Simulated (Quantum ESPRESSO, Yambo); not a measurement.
# BeTe (F-43m): G0W0 with and without spin-orbit coupling, part 2 of 2

Is the spin-orbit change of the gap of BeTe (F-43m) the same in DFT and in GW?

Quantum ESPRESSO 7.5 and Yambo 5.3.0; PBE and many-body steps on it, plane waves. Known limits of the many-body steps: not at the basis limit; exchange with frozen shells missing; no spin-orbit coupling in some runs; coarse k mesh.

So far. Step 4 (Scalar-relativistic): The gap on the mesh goes from 1.86 eV to 3.23 eV, a correction of +1.37 eV. Step 5 (Empty states on the mesh, 4×4×4 mesh, 242 bands): On this mesh the gap is 1.565 eV.

The database entry behind the starting cell differs from later determinations by our own check (an axis about 1.5 % short against later determinations), so it need not match the best structure at ambient conditions.

### 6. Conversion and set-up

This step: Yambo 5.3.0; conversion and set-up on PBE with spin-orbit coupling, plane waves, norm-conserving pseudopotentials.

Launch:

```bash
$ (cd o/x.save; p2y > p2y.log; mv SAVE ../..); yambo > setup.log
```

The program printed:

```text
 Yambo, version 5.3.0

 [02] CORE Variables Setup
 =========================

  [02.01] Unit cells
  ==================

  Cell kind             :  FCC
  Atoms in the cell     :  Be  Te
  number of Be atoms    :  1
  number of Te atoms    :  1

  List of atomic masses
  Mass of Be    :  9.012000
  Mass of Te    :  127.6000

  List of atomic coordinates    : [cc]
  Be1       :  0.000000  0.000000  0.000000  order 1
  Te1       :  2.617271  2.617271  2.617271  order 2

  Alat factors          :  5.234541  5.234541  5.234541 [a.u.]
  Direct lattice volume :  286.8573 [a.u.]
[...]
==========================================

 IBZ Q-points                                      :   8
 BZ  Q-points                                      :   64

 K/Q-points units:
 rlu = crystal or reduced units; cc = cartesian coordinates; iku = interal k-units

 Q [1]          [rlu]:  0.000000  0.000000  0.000000
 Q [2]          [rlu]: -0.61447E-17 -0.61447E-17  0.25000
 Q [3]          [rlu]:  0.12289E-16  0.12289E-16 -0.50000
[...]
Q [7]          [rlu]: -0.44291E-16 -0.50000     -0.50000
 Q [8]          [rlu]:  0.250000 -0.500000 -0.250000

  [03.01] X indexes
  =================

   [03.01.01] Sigma indexes
   ========================

 [06] Game Over & Game summary
```

Elapsed: 2.7 s, on 1 MPI rank of Arm Neoverse V1, shared host; peak memory 0.24 GiB.

### 7. With spin-orbit coupling

This step: G0W0 on PBE with spin-orbit coupling, plane waves, norm-conserving pseudopotentials.

gw4.in reads:

```
HF_and_locXC
gw0
dyson
ppa
em1d
rim_cut
RandQpts= 1000000
RandGvec= 1 RL
EXXRLvcs= 76 Ry
VXCRLvcs= 304 Ry
Chimod= "HARTREE"
% BndsRnXp
 1 | 242 |
%
NGsBlkXp= 10.5 Ry
% LongDrXp
 1 | 1 | 1 |
%
% GbndRnge
 1 | 242 |
%
DysSolver= "n"
ExtendOut
PPAPntXp= 27.21138 eV
% QPkrange
 1 | 1 | 17 | 24 |
 7 | 7 | 17 | 24 |
%
```

Launch:

```bash
$ OMP_NUM_THREADS=1 mpirun -n 4 yambo -F gw4.in -J gw4 -C gw4 > gw4.log
```

The program printed:

```text
 Yambo, version 5.3.0

 [02] CORE Variables Setup
 =========================

  [... cell, symmetries and grids as in the set-up ...]

  [02.05] Energies & Occupations
  ==============================

  [X] === General ===
  [X] Electronic Temperature                        :  0.000000  0.000000 [eV K]
  [X] Bosonic    Temperature                        :  0.000000  0.000000 [eV K]
  [X] Finite Temperature mode                       : no
  [X] El. density                                   :  0.47050E+24 [cm-3]
  [X] Fermi Level                                   :  8.742353 [eV]

  [X] === Gaps and Widths ===
  [X] Conduction Band Min                           :  1.564762 [eV]
  [X] Valence Band Max                              :  0.000000 [eV]
  [X] Filled Bands                                  :  20
  [X] Empty Bands                                   :   21  242
  [X] Direct Gap                                    :  3.265016 [eV]
  [X] Direct Gap localized at k                     :  1
  [X] Indirect Gap                                  :  1.564762 [eV]
  [X] Indirect Gap between kpts                     :   1   7
  [X] Last valence band width                       :  3.669544 [eV]
  [X] 1st conduction band width                     :  3.423793 [eV]

 [03] Transferred momenta grid and indexing
 ==========================================

 IBZ Q-points                                      :   8
 BZ  Q-points                                      :   64

 K/Q-points units:
 rlu = crystal or reduced units; cc = cartesian coordinates; iku = interal k-units

 Q [1]          [rlu]:  0.000000  0.000000  0.000000
 Q [2]          [rlu]: -0.61447E-17 -0.61447E-17  0.25000
 Q [3]          [rlu]:  0.12289E-16  0.12289E-16 -0.50000
[...]
NLCC RL compoments                               :  25749
  PP Number of Atomic Species                      :  2
  NLCC RL compoments                               :  25749

 [xc] E_xc :  -12.33250 [Ha]
      E_xc :  -24.66499 [Ry]

  Local XC kind (lXC) : Perdew, Burke & Ernzerhof(X)+Perdew, Burke & Ernzerhof(C)
  Non-Local XC kind (nlXC) : Hartree-Fock

  Corrections @ K [1] :  [eV]
 <17|nlXC|17> = -15.07025  0.86992E-17 <17|lXC|17> = -12.57173 -0.14161E-15
 <18|nlXC|18> = -15.07029 -0.12525E-16 <18|lXC|18> = -12.57173  0.10032E-15
 <19|nlXC|19> = -15.07028 -0.11144E-16 <19|lXC|19> = -12.57173 -0.23603E-16
[...]
Corrections @ K [7] :  [eV]
[...]
<23|nlXC|23> = -5.561652  0.62116E-18 <23|lXC|23> = -9.758275  0.23599E-16
 <24|nlXC|24> = -5.561652 -0.31802E-17 <24|lXC|24> = -9.758276 -0.94301E-16

 [08] Dyson equation: Newton solver
 ==================================

  [08.01] G0W0 (W PPA)
  ====================

  [  GW  ] Bands range     :    1  242
  [GW/PPA] G damping       :  0.100000 [eV]

  QP @ state[ 1 ] K range:  1  1
  QP @ state[ 1 ] b range:  17  24
  QP @ state[ 2 ] K range:   7   7
  QP @ state[ 2 ] b range:  17  24

   Sc/G bands                                       :    1  242
   Sc/G damping                                     :  0.100000 ev
   Sc bands terminator                              : no
   Sx RL components                                 :   3215

   QP @ state[ 1 ] K range                          :  1  1
   QP @ state[ 1 ] b range                          :  17  24
   QP @ state[ 2 ] K range                          :   7   7
   QP @ state[ 2 ] b range                          :  17  24
   GF energies kind                                 : Perdew, Burke & Ernzerhof(X)+Perdew, Burke & Ernzerhof(C)
   GF WF`s kind                                     : Perdew, Burke & Ernzerhof(X)+Perdew, Burke & Ernzerhof(C)
   Xs energies kind                                 : Perdew, Burke & Ernzerhof(X)+Perdew, Burke & Ernzerhof(C)
   Xs WF`s kind                                     : Perdew, Burke & Ernzerhof(X)+Perdew, Burke & Ernzerhof(C)

 [11] Game Over & Game summary
```

Elapsed: 5.5 min, on 4 MPI ranks; peak memory 2.8 GiB.

Numbers from this step:

```yaml
g0w0_gap_on_the_points_computed: 2.904 eV
starting_gap_on_the_mesh: 1.565 eV
k_of_the_valence_top: 0, 0, 0
k_of_the_conduction_bottom: 0, -0.5, -0.5
least_direct_g0w0_gap_on_the_computed_points: 4.892 eV
z_at_the_valence_top: 0.8099
z_at_the_conduction_bottom: 0.8201
```

Against G0W0 in Yambo (4×4×4 mesh, 121 bands, screening to 142.9 eV, Godby-Needs plasmon pole), the gap moves by −0.331 eV.

### 8. Side by side

Times are wall times on 4 MPI ranks of Arm Neoverse V1, shared host, good to a factor of about two.

```
                     run   mesh  bands  screening cutoff (eV)  DFT gap (eV)  gap on the mesh (eV)  direct (eV)     time
     scalar-relativistic  4×4×4    121                  142.9         1.864                 3.235        5.248     65 s
with spin-orbit coupling  4×4×4    242                  142.9         1.565                 2.904        4.892  5.5 min
```

### 9. Summary of results

- scalar-relativistic: 3.235 eV
- with spin-orbit coupling: 2.904 eV
- known limits: not at the basis limit; exchange with frozen shells missing; no spin-orbit coupling in some runs; coarse k mesh

With spin-orbit coupling: −0.331 eV against scalar-relativistic, −0.299 eV of it in the start. Bands and cutoff are finite, so the gap is not at the basis limit. The miss can reach some tenths of an eV and take either sign; the mesh is an error of its own. In the G0W0 runs levels were corrected at 2 k points alone, so a gap called «on the mesh» is the least over those, and an edge elsewhere would be missed. The 4×4×4 mesh is coarse for this cell, which bears on the long-range parts of exchange and screening. The norm-conserving file of at least one element keeps a d shell over frozen s and p shells of the same row. Exchange with those shells is missing from the self-energy, an error of 0.3 to 0.9 eV in cases checked, whose sign depends on which edge lies on those atoms.

[Paths, hosts, dates, memory and timing lines, banners, echoed tables and standing remarks are left out of the program output.]

[Logs are printed without paths, hosts, clocks, repeated set-up lines and the standing remarks that a program may print on its own settings, such as how far it seeks lower states.]

[Runs of the session that timed out or met a known fault of the program may be left out.]

[Hosts, paths, dates, database ids (printed as entryN), source tags and the programs' standing remarks are cut or masked in the printed files.]
